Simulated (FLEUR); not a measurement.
# Sn (Fd-3m) in FLEUR: further runs, part 2 of 2

FLEUR MaX-R8.1 (later development tree).

**5. Equation of state, PBE, 33.80 Å³/atom**

Input file inp.xml:

```xml
<?xml version="1.0" encoding="UTF-8" standalone="no"?>
<fleurInput fleurInputVersion="0.39">
   <comment>
      Sn                                                                                                  
   </comment>
   <calculationSetup>
      <cutoffs Kmax="3.5" Gmax="17.5" GmaxXC="17.5" numbands="0"/>
      <scfLoop itmax="60" minDistance="0.00001" maxIterBroyd="15" imix="Anderson" alpha="0.05" precondParam="0.0" spinf="2.0" sdNocoIR="T"/>
      <coreElectrons ctail="T" frcor="F" kcrel="0" coretail_lmax="0"/>
      <xcFunctional name="pbe" relativisticCorrections="F"/>
      <magnetism jspins="1"/>
      <soc l_soc="F" theta="0.0" phi="0.0" spav="F"/>
      <expertModes spex="0" secvar="F"/>
      <geometryOptimization l_f="F" forcealpha="1.0" forcemix="BFGS" epsdisp="0.00001" epsforce="0.00001"/>
      <ldaU l_linMix="F" mixParam="0.05" spinf="1.0"/>
   </calculationSetup>
   <cell>
      <bzIntegration valenceElectrons="44.0" mode="hist" fermiSmearingEnergy="0.00183747">
         <kPointListSelection listName="default-1"/>
         <!-- k-points included here -->
         <xi:include xmlns:xi="http://www.w3.org/2001/XInclude" href="kpts.xml"> </xi:include>
      </bzIntegration>
      <!-- symmetry operations included here -->
      <xi:include xmlns:xi="http://www.w3.org/2001/XInclude" href="sym.xml"> </xi:include>
      <bulkLattice scale="1.0000000000">
         <bravaisMatrix>
            <row-1>    0.0000000000000000     6.1101323589473129     6.1101323589473129</row-1>
            <row-2>    6.1101323589473129     0.0000000000000000     6.1101323589473129</row-2>
            <row-3>    6.1101323589473129     6.1101323589473129     0.0000000000000000</row-3>
         </bravaisMatrix>
      </bulkLattice>
   </cell>
   <atomSpecies>
      <species name="Tin (Sn)" element="Sn" atomicNumber="50">
         <mtSphere radius="2.38" gridPoints="811" logIncrement="0.016"/>
         <atomicCutoffs lmax="9" lnonsphr="7"/>
         <electronConfig flipSpins="F">
            <coreConfig>(1s1/2) (2s1/2) (2p1/2) (2p3/2) (3s1/2) (3p1/2) (3p3/2) (3d3/2) (3d5/2)</coreConfig>
            <valenceConfig>(4s1/2) (4p1/2) (4p3/2) (5s1/2) (4d3/2) (4d5/2) (5p1/2) (5p3/2)</valenceConfig>
            <stateOccupation state="(5p1/2)" spinUp="0.333333" spinDown="0.333333"/>
            <stateOccupation state="(5p3/2)" spinUp="0.666667" spinDown="0.666667"/>
         </electronConfig>
         <energyParameters s="5" p="5" d="4" f="4"/>
         <lo type="SCLO" l="0" n="4" eDeriv="0"/>
         <lo type="SCLO" l="1" n="4" eDeriv="0"/>
         <lo type="SCLO" l="1" n="4" eDeriv="1"/>
         <lo type="SCLO" l="2" n="4" eDeriv="2"/>
         <lo type="SCLO" l="3" n="4" eDeriv="2"/>
      </species>
   </atomSpecies>
   <atomGroups>
      <atomGroup species="Tin (Sn)">
         <relPos label="                   1">-3.000/8.000 -3.000/8.000 -3.000/8.000</relPos>
         <relPos label="                   2">3.000/8.000 3.000/8.000 3.000/8.000</relPos>
         <force calculate="T" relaxXYZ="TTT"/>
      </atomGroup>
   </atomGroups>
   <output dos="F" band="F" slice="F">
      <checks vchk="F" cdinf="F"/>
      <bandDOS minEnergy="-.5*Htr" maxEnergy="0.5*Htr" sigma="0.015" storeEVData="T"/>
      <vacuumDOS vacdos="F" integ="F" star="F" nstars="0" locx1="0.0" locy1="0.0" locx2="0.0" locy2="0.0" nstm="0" tworkf="0.0"/>
      <unfoldingBand unfoldBand="F" supercellX="1" supercellY="1" supercellZ="1"/>
      <plotting iplot="0" polar="F">
         <plot TwoD="T" vec1="  1.0  0.0  0.0" vec2="  0.0  1.0  0.0" vec3="  0.0  0.0  1.0" zero="  0.0  0.0  0.0" file="plot"/>
      </plotting>
      <chargeDensitySlicing numkpt="0" minEigenval="0.0" maxEigenval="0.0" nnne="0" pallst="F"/>
      <specialOutput eonly="F"/>
      <moessbauerParams electricFieldGradient="T" isomerShift="T" coreHyperfine="T" valenceHyperfine="T"/>
      <magneticCircularDichroism mcd="F" energyLo="-10.0" energyUp="0.0"/>
   </output>
  <!-- We include the file relax.xml here to enable relaxations (see documentation) -->
  <xi:include xmlns:xi="http://www.w3.org/2001/XInclude" href="relax.xml"> <xi:fallback/> </xi:include>
</fleurInput>
```

The run is started by

```sh
inpgen -f crystal.txt -profile veryFastHighL
# inp.xml edited to the form shown
fleur_MPI
```

Wall time 22 s (1 thread of Arm Neoverse V1, shared host); peak memory 0.09 GiB.

Results (log left out):

* Free energy: -336282.7284 eV
* Band gap on the k mesh: none (metal or under the smearing width)
* Valence electrons inside the program's atomic spheres: Sn 19.65 (radii Sn 2.38 bohr)

Caveat: the plane-wave cutoff is short for the semicore states, which can make moduli rough.

**6. Equation of state, PBE, 35.16 Å³/atom (volume scaled by 1.04)**

Edit inp.xml of step 5 so:

```diff
@@ -24,3 +24,3 @@
       <xi:include xmlns:xi="http://www.w3.org/2001/XInclude" href="sym.xml"> </xi:include>
-      <bulkLattice scale="1.0000000000">
+      <bulkLattice scale="1.0131594038">
          <bravaisMatrix>
```

Potentials or basis: all-electron, FLAPW.

The run is started by

```sh
inpgen -f crystal.txt -profile veryFastHighL
# inp.xml edited to the form shown
fleur_MPI
```

It took 22 s on 1 thread of Arm Neoverse V1, shared host; peak memory 0.09 GiB.

It converged, with:

```yaml
Free_energy: -336282.7706 eV
Band_gap_on_the_k_mesh: none (metal or under the smearing width)
Valence_electrons_inside_the_program's_atomic_spheres: Sn 19.63 (radii Sn 2.38 bohr)
```

Caveat: the plane-wave cutoff is short for the semicore states, which can make moduli rough.

**7. Equation of state, PBE, 35.83 Å³/atom (volume scaled by 1.06)**

Edit inp.xml of step 6 so:

```diff
@@ -24,3 +24,3 @@
       <xi:include xmlns:xi="http://www.w3.org/2001/XInclude" href="sym.xml"> </xi:include>
-      <bulkLattice scale="1.0131594038">
+      <bulkLattice scale="1.0196128224">
          <bravaisMatrix>
```

The run is started by

```sh
inpgen -f crystal.txt -profile veryFastHighL
# inp.xml edited to the form shown
fleur_MPI
```

Run time: 23 s. Hardware: 1 thread of Arm Neoverse V1, shared host; peak memory 0.09 GiB.

The run converged. Its results:

* Free energy: -336282.7861 eV
* Band gap on the k mesh: none (metal or under the smearing width)
* Valence electrons inside the program's atomic spheres: Sn 19.61 (radii Sn 2.38 bohr)

Caveat: the plane-wave cutoff is short for the semicore states, which can make moduli rough.

**8. Equation of state, PBE**

Potentials or basis: all-electron, FLAPW.

This step only gathers the single runs of the series.

Results:

```
Equilibrium volume : 38.33 Å³/atom (rough: see the caveat)
Bulk modulus       : 9.0 GPa (rough)
```

Energy against volume, from the lowest point:
| volume (Å³/atom) | energy (meV/atom) |
| --- | --- |
| 31.775 | 101.13 |
| 32.451 | 71.73 |
| 33.803 | 28.84 |
| 35.155 | 7.74 |
| 35.831 | 0.00 |

Caveat: the fit is doubtful: noisy points or a state that changes with volume; the minimum lies outside the volumes run; the plane-wave cutoff is short for the semicore states, which can make moduli rough.
